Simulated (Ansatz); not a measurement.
# Ti16O31: the cost of one run

Method: DFT, PBE, plane-wave PAW, default files, scalar-relativistic, as far as a step names no other, in Ansatz 0.2.0.

## 1. The structure to begin with

The structure is triclinic, space group P1 (No. 1). Conventional cell: a = 7.778 Å, b = 7.778 Å, c = 8.573 Å, α = 109.39°, β = 111.91°, γ = 102.87°. Around Ti (site symmetry 1) lie 6 O at 1.82 to 2.11 Å. Around Ti (site symmetry 1) lie 5 O at 1.82 to 2.11 Å. Ti (site symmetry 1) has 5 O at 1.92 to 2.11 Å as nearest neighbours. Only part of the 47 independent sites is listed.

As a file:

```
Ti O
1.0
    -5.29720    4.84900    4.68275
     3.88080   -4.84900    4.68275
     5.29720    4.84900   -4.68275
Ti O
16 31
Direct
  0.13150 0.26350 0.17700
  0.63150 0.76350 0.17700
  0.63150 0.26350 0.67700
  0.13150 0.76350 0.67700
  0.41350 0.48650 0.61800
  0.91350 0.98650 0.61800
  0.91350 0.48650 0.11800
  0.41350 0.98650 0.11800
  0.86850 0.73650 0.82300
  0.36850 0.23650 0.82300
  0.36850 0.73650 0.32300
  0.86850 0.23650 0.32300
  0.58650 0.51350 0.38200
  0.08650 0.01350 0.38200
  0.08650 0.51350 0.88200
  0.58650 0.01350 0.88200
  0.31450 0.16900 0.20150
  0.81450 0.66900 0.20150
  0.81450 0.16900 0.70150
  0.31450 0.66900 0.70150
  0.53250 0.58100 0.89550
  0.03250 0.08100 0.89550
  0.03250 0.58100 0.39550
  0.53250 0.08100 0.39550
  0.68550 0.83100 0.79850
  0.18550 0.33100 0.79850
  0.18550 0.83100 0.29850
  0.68550 0.33100 0.29850
  0.46750 0.41900 0.10450
  0.96750 0.91900 0.10450
  0.96750 0.41900 0.60450
  0.46750 0.91900 0.60450
  0.09500 0.94400 0.57600
  0.09500 0.44400 0.07600
  0.59500 0.94400 0.07600
  0.13200 0.30600 0.40100
  0.63200 0.80600 0.40100
  0.63200 0.30600 0.90100
  0.13200 0.80600 0.90100
  0.40500 0.55600 0.42400
  0.90500 0.05600 0.42400
  0.90500 0.55600 0.92400
  0.40500 0.05600 0.92400
  0.86800 0.69400 0.59900
  0.36800 0.19400 0.59900
  0.36800 0.69400 0.09900
  0.86800 0.19400 0.09900
```

The vacant site is at (0.595, 0.444, 0.576) in fractional coordinates of the input's cell.

## 2. First run, atoms as given

input.yaml reads:

```yaml
crystal:
  lattice:
    - [-5.2971993865, 4.849, 4.6827502206]
    - [3.8808006135, -4.849, 4.6827502206]
    - [5.2971993865, 4.849, -4.6827502206]
  atoms:
    - { symbol: Ti, position: [0.1315, 0.2635, 0.177] }
    - { symbol: Ti, position: [0.6315, 0.7635, 0.177] }
    - { symbol: Ti, position: [0.6315, 0.2635, 0.677] }
    - { symbol: Ti, position: [0.1315, 0.7635, 0.677] }
    - { symbol: Ti, position: [0.4135, 0.4865, 0.618] }
    - { symbol: Ti, position: [0.9135, 0.9865, 0.618] }
    - { symbol: Ti, position: [0.9135, 0.4865, 0.118] }
    - { symbol: Ti, position: [0.4135, 0.9865, 0.118] }
    - { symbol: Ti, position: [0.8685, 0.7365, 0.823] }
    - { symbol: Ti, position: [0.3685, 0.2365, 0.823] }
    - { symbol: Ti, position: [0.3685, 0.7365, 0.323] }
    - { symbol: Ti, position: [0.8685, 0.2365, 0.323] }
    - { symbol: Ti, position: [0.5865, 0.5135, 0.382] }
    - { symbol: Ti, position: [0.0865, 0.0135, 0.382] }
    - { symbol: Ti, position: [0.0865, 0.5135, 0.882] }
    - { symbol: Ti, position: [0.5865, 0.0135, 0.882] }
    - { symbol: O, position: [0.3145, 0.169, 0.2015] }
    - { symbol: O, position: [0.8145, 0.669, 0.2015] }
    - { symbol: O, position: [0.8145, 0.169, 0.7015] }
    - { symbol: O, position: [0.3145, 0.669, 0.7015] }
    - { symbol: O, position: [0.5325, 0.581, 0.8955] }
    - { symbol: O, position: [0.0325, 0.081, 0.8955] }
    - { symbol: O, position: [0.0325, 0.581, 0.3955] }
    - { symbol: O, position: [0.5325, 0.081, 0.3955] }
    - { symbol: O, position: [0.6855, 0.831, 0.7985] }
    - { symbol: O, position: [0.1855, 0.331, 0.7985] }
    - { symbol: O, position: [0.1855, 0.831, 0.2985] }
    - { symbol: O, position: [0.6855, 0.331, 0.2985] }
    - { symbol: O, position: [0.4675, 0.419, 0.1045] }
    - { symbol: O, position: [0.9675, 0.919, 0.1045] }
    - { symbol: O, position: [0.9675, 0.419, 0.6045] }
    - { symbol: O, position: [0.4675, 0.919, 0.6045] }
    - { symbol: O, position: [0.095, 0.944, 0.576] }
    - { symbol: O, position: [0.095, 0.444, 0.076] }
    - { symbol: O, position: [0.595, 0.944, 0.076] }
    - { symbol: O, position: [0.132, 0.306, 0.401] }
    - { symbol: O, position: [0.632, 0.806, 0.401] }
    - { symbol: O, position: [0.632, 0.306, 0.901] }
    - { symbol: O, position: [0.132, 0.806, 0.901] }
    - { symbol: O, position: [0.405, 0.556, 0.424] }
    - { symbol: O, position: [0.905, 0.056, 0.424] }
    - { symbol: O, position: [0.905, 0.556, 0.924] }
    - { symbol: O, position: [0.405, 0.056, 0.924] }
    - { symbol: O, position: [0.868, 0.694, 0.599] }
    - { symbol: O, position: [0.368, 0.194, 0.599] }
    - { symbol: O, position: [0.368, 0.694, 0.099] }
    - { symbol: O, position: [0.868, 0.194, 0.099] }
total_charge: 2
kpoints:
  mp_grid: { grid: [3, 3, 3] }
scf:
  occupations: { method: fermi_dirac, width: 0.01 }
hamiltonian:
  xc: pbe
  pseudopotentials: { kind: paw }
output:
  forces: true
  stress: true
  populations: true
  efg:
    quadrupole_moments_barn: { Ti: 0.247, O: -0.02558 }
    contact_densities: true
  write_density: true
  write_potential: true
  elf: true
  volumetric_format: npy
```

Run with:

```
> ansatz run input.yaml --threads 4 --pin off --max-ram 8192MiB --backend cpu --events-out ev --progress --plain --runs-dir out
```

Q: Estimate wall time and peak memory on 4 threads of Intel Xeon 6975P-C (Granite Rapids), shared host.

About 38 s, with a peak of 2.6 GiB.
